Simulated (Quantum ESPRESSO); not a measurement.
Ba:

```
CELL_PARAMETERS angstrom
-2.50650 2.50650 2.50650
2.50650 -2.50650 2.50650
2.50650 2.50650 -2.50650
ATOMIC_POSITIONS crystal
Ba 0.00000 0.00000 0.00000
```

Base run:

```yaml
Program: Quantum ESPRESSO 7.5
Functional: RPBE
Potentials_or_basis: SG15 PBE 1.2
Cutoff: 599 eV
Density_cutoff: 2395 eV
k_mesh: 8 × 8 × 8
Occupations: fermi-dirac, width 0.05 eV
Spin: no spin polarisation
```

Its results: band gap on the k mesh none (metal or under the smearing width); pressure 0.7 GPa.

Problem. The run is repeated on the same cell with these changes: functional from RPBE to PBE. What comes out?

Solution. Band gap on the k mesh none (metal or under the smearing width); pressure 0.0 GPa.

PBE binds more tightly than RPBE, so the same cell stands under less pressure.

Caveats: some levels on the path didn't converge; spin-orbit coupling is left out, which moves the levels of the heavy elements; the potentials were made for another functional, which shifts forces and pressure (some runs).
